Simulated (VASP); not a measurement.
The system is NbN.

```xyz
2
Lattice="0.0000 2.1950 2.1950 2.1950 0.0000 2.1950 2.1950 2.1950 0.0000" Properties=species:S:1:pos:R:3 pbc="T T T"
Nb    0.0000    0.0000    0.0000
N     2.1950    2.1950    2.1950
```

The cell was built by a generator and needn't be a form met in nature.

| Property | Result |
| --- | --- |
| Program | VASP 6.6.1 |
| Task | relaxation of cell and atoms |
| Functional | PBE |
| Potentials or basis | VASP PAW PBE potentials, release 64 (Nb_sv, N) |
| Cutoff | 700 eV |
| k mesh | 16 × 16 × 16 |
| Occupations | methfessel-paxton, width 0.1 eV |
| Spin | no spin polarisation |

At the start: pressure 6.2 GPa; volume 10.58 Å³/atom.

**Question.** How do energy, volume and symmetry change on relaxing?

**Answer.** Over 3 steps the energy falls by 3.9 meV/atom and the volume is 10.78 Å³/atom (+2.0 %); space group Fm-3m (No. 225, to 0.05 Å).

The path:
```tsv
step	energy change (eV)	largest force (eV/Å)	pressure (GPa)	volume (Å³)
1	0.0000	0.0000	6.17	21.15
2	0.0233	0.0000	-11.11	22.42
3	-0.0077	0.0000	-0.05	21.56
```

Final structure:
```xyz
2
Lattice="0.0000 2.2092 2.2092 2.2092 0.0000 2.2092 2.2092 2.2092 0.0000" Properties=species:S:1:pos:R:3 pbc="T T T"
Nb    0.0000    0.0000    0.0000
N     2.2092    2.2092    2.2092
```
